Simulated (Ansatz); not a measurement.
Molecular dynamics on a 2×2×2 supercell (16 atoms) of HgS (zincblende), relaxed with r2SCAN. Forces come from PBEsol in the plane-wave code Ansatz: a Nosé-Hoover thermostat at fixed volume, 450 K, steps of 3 fs. Computed, non-magnetic; the trajectory is short and the cell small, so nothing here is a converged average.

```yaml
crystal:
  lattice:
    - [0.0, 5.9303726061, 5.9303726061]
    - [5.9303726061, 0.0, 5.9303726061]
    - [5.9303726061, 5.9303726061, 0.0]
  atoms:
    - { symbol: Hg, position: [0.0, 0.0, 0.0] }
    - { symbol: S, position: [0.125, 0.125, 0.125] }
    - { symbol: Hg, position: [0.0, 0.0, 0.5] }
    - { symbol: S, position: [0.125, 0.125, 0.625] }
    - { symbol: Hg, position: [0.0, 0.5, 0.0] }
    - { symbol: S, position: [0.125, 0.625, 0.125] }
    - { symbol: Hg, position: [0.0, 0.5, 0.5] }
    - { symbol: S, position: [0.125, 0.625, 0.625] }
    - { symbol: Hg, position: [0.5, 0.0, 0.0] }
    - { symbol: S, position: [0.625, 0.125, 0.125] }
    - { symbol: Hg, position: [0.5, 0.0, 0.5] }
    - { symbol: S, position: [0.625, 0.125, 0.625] }
    - { symbol: Hg, position: [0.5, 0.5, 0.0] }
    - { symbol: S, position: [0.625, 0.625, 0.125] }
    - { symbol: Hg, position: [0.5, 0.5, 0.5] }
    - { symbol: S, position: [0.625, 0.625, 0.625] }
kpoints:
  mp_grid: { grid: [2, 2, 2] }
hamiltonian:
  xc: pbesol
scf:
  occupations: { method: fermi_dirac, width: 0.039 }
md:
  ensemble: nvt_nose_hoover
  temperature: 450
  timestep: 3.0
  n_steps: 30
  initial_velocities: maxwell_boltzmann
  seed: 6462
```

Command: `ansatz run input.yaml --threads 4 --pin off --max-ram 3686MiB --backend cpu --events-out ev --progress --plain --runs-dir out`. Wall time 3.6 min on 4 threads of Arm Neoverse N1 (shared host), load about 0.9 per core; peak host memory 1.5 GiB.

```csv
step,t (fs),T (K),free energy F from step 0 (meV/atom),kinetic energy (meV/atom),largest force (eV/Å)
0,0,450,0.0,54.5,0.00
1,3,445,0.6,54.0,0.17
2,6,432,2.2,52.3,0.34
3,9,410,4.9,49.7,0.51
4,12,382,8.3,46.3,0.67
5,15,350,12.2,42.4,0.82
6,18,316,16.3,38.3,0.96
7,21,284,20.4,34.4,1.08
8,24,254,24.1,30.8,1.17
9,27,230,27.1,27.9,1.24
10,30,213,29.2,25.8,1.27
11,33,204,30.4,24.8,1.28
12,36,204,30.6,24.7,1.26
13,39,211,29.9,25.6,1.22
14,42,225,28.4,27.3,1.15
15,45,245,26.3,29.6,1.07
16,48,267,23.9,32.3,0.98
17,51,290,21.4,35.1,0.89
18,54,312,19.1,37.9,0.79
19,57,333,17.1,40.3,0.71
20,60,350,15.6,42.4,0.64
21,63,363,14.6,43.9,0.67
22,66,371,14.2,45.0,0.70
23,69,375,14.3,45.5,0.73
24,72,375,15.0,45.5,0.74
25,75,372,16.0,45.1,0.76
26,78,366,17.5,44.4,0.80
27,81,358,19.1,43.4,0.82
28,84,349,20.9,42.3,0.82
29,87,339,22.8,41.1,0.80
30,90,330,24.6,40.0,0.87
```

The temperature starts at 450 K, is lowest at step 12 (204 K, 36 fs) and ends at 330 K. The thermostat hasn't had time to restore it. The atoms start on their lattice sites with kinetic energy alone, so much of it first passes into potential energy. By the last step the atoms have moved 0.17 Å in the root mean square, the drift of the whole cell taken out, 0.32 Å at most.

Positions (Å) and forces (eV/Å) at step 30:
```
Hg   0.176   0.132   0.043    -0.296   0.034   0.084
S    1.540   1.510   1.592     0.018   0.238   0.186
Hg   2.961   2.907   0.012     0.049   0.465  -0.017
S    4.566   4.583   1.463    -0.649  -0.383  -0.027
Hg   3.030  -0.136   2.962    -0.381  -0.277  -0.043
S    4.367   1.356   4.440    -0.094   0.322   0.755
Hg   5.657   2.809   2.984     0.121   0.609  -0.095
S    7.350   4.342   4.368     0.164   0.073   0.304
Hg  -0.005   2.976   3.049    -0.127   0.065   0.125
S    1.499   4.606   4.487     0.045  -0.363  -0.726
Hg   3.031   6.091   2.867    -0.260  -0.233  -0.318
S    4.416   7.290   4.540     0.326   0.775  -0.219
Hg   2.856   3.014   5.850     0.273  -0.043   0.153
S    4.510   4.472   7.374    -0.125  -0.625   0.070
Hg   6.024   5.909   5.940     0.307  -0.214  -0.147
S    7.282   7.552   7.404     0.628  -0.444  -0.085
```
